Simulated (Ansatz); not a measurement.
# HfN: the cost of one run

Method: DFT PBEsol, scalar-relativistic, plane waves, PAW, in Ansatz 0.2.0.

2 further runs of the same task are left out: 2 set aside as unsound or not needed.

## (1) The system as given

Symmetry: P6_3/mmc, No. 194, hexagonal system. Conventional cell: a = 3.128 Å, b = 3.128 Å, c = 5.391 Å, α = 90.00°, β = 90.00°, γ = 120.00°. Hf (site symmetry -6m2) has 6 N at 2.25 Å as nearest neighbours. Around N (site symmetry -3m) lie 6 Hf at 2.25 Å.

Coordinates:

```xyz
4
Lattice="3.1277 0.0000 0.0000 -1.5639 2.7087 0.0000 0.0000 0.0000 5.3909" Properties=species:S:1:pos:R:3 pbc="T T T"
Hf    1.5639    0.9029    4.0432
Hf    0.0000    1.8058    1.3477
N     0.0000    0.0000    0.0000
N     0.0000    0.0000    2.6955
```

It goes back to an entry of the Materials Project, which need not be the stable form.

It is the result of an earlier relaxation at this level (volume 11.42 Å³/atom; gap on the mesh: none (metal)).

## (2) The unstrained reference

input.yaml

```yaml
crystal:
  lattice:
    - [3.1277072835, 0.0, 0.0]
    - [-1.5638536418, 2.7086739631, 0.0]
    - [0.0, 0.0, 5.3909358951]
  atoms:
    - { symbol: Hf, position: [0.6666666667, 0.3333333333, 0.75] }
    - { symbol: Hf, position: [0.3333333333, 0.6666666667, 0.25] }
    - { symbol: "N", position: [0.0, 0.0, 0.0] }
    - { symbol: "N", position: [0.0, 0.0, 0.5] }
basis:
  ecutwfc: 420
kpoints:
  mp_grid: { grid: [18, 18, 10] }
hamiltonian:
  xc: pbesol
scf:
  occupations: { method: gaussian, width: 0.1 }
output:
  forces: true
  stress: true
  eigenvalues: true
```

Command:

```
ansatz run input.yaml --threads 1 --pin off --max-ram 2560MiB --backend cpu --events-out ev --progress --plain --runs-dir out
```

**Question.** How long does this run take on 1 thread of Arm Neoverse V2, shared host, and how much memory does it need?

About 19 s, with a peak of 0.53 GiB.
